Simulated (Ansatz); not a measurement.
Runs of Ansatz 0.2.0 on FePt (Tetraferroplatinum). It takes space group P4/mmm (No. 123, tetragonal). The conventional cell has a = 2.724 Å, b = 2.724 Å, c = 3.720 Å, α = 90.00°, β = 90.00°, γ = 90.00°. Pt (site symmetry 4/mmm) is surrounded by 8 Fe at 2.68 Å and 4 Pt at 2.72 Å. Fe (site symmetry 4/mmm) is surrounded by 8 Pt at 2.68 Å and 4 Fe at 2.72 Å. 

```tsv
task	level	potentials or basis	spin	cell	cutoff (eV)	points for each segment of the path	gap on the mesh (eV)	pressure (GPa)	moment (μB)	V0 of scaled cells (Å³/atom)	B0 (GPa)
relaxation of cell and atoms	SVWN5	Ansatz PAW	collinear, ferromagnetic start	relaxed	420	-	-	0.0	3.16	-	-
band structure	LDA	Ansatz PAW	collinear, ferromagnetic start	as given	420	14	none	(a)	3.22	-	-
band structure	PBE	JTH PAW	collinear, ferromagnetic start	as given	1320	14	none	3.5	3.29	-	-
equation of state	PBEsol	PseudoDojo PBEsol	collinear, ferromagnetic start	as given	1225	-	-	-	-	(b)	(c)
equation of state	PBE	Ansatz PAW	non-collinear, ferromagnetic start, SOC	as given	420	-	-	-	-	13.98	202
```

Alike in all rows: k mesh 10 × 10 × 7; smearing fermi-dirac 0.05 eV.

Problem. Fill in the values left out.

Solution. (a) -12.7; (b) 13.44; (c) 229.

Caveats: the PAW data sets come from PBE, with cores solved anew for the run's functional, which leaves a small shift of forces and pressure (some runs); spin-orbit coupling is left out, which moves the levels of the heavy elements (some runs); the cell was scaled at fixed shape and fractional positions, which overstates the stiffness of a crystal with free parameters, most of all of layers and chains (some runs); the plane-wave basis is chosen anew once the cell has moved, so the energies of steps on either side of that aren't comparable (some runs).

A k mesh can miss the band edges, and rows without SOC leave out spin-orbit coupling on Pt.

A gap of «none» marks a metal or a gap under the smearing width.

The runs don't all hold the same shells in valence.
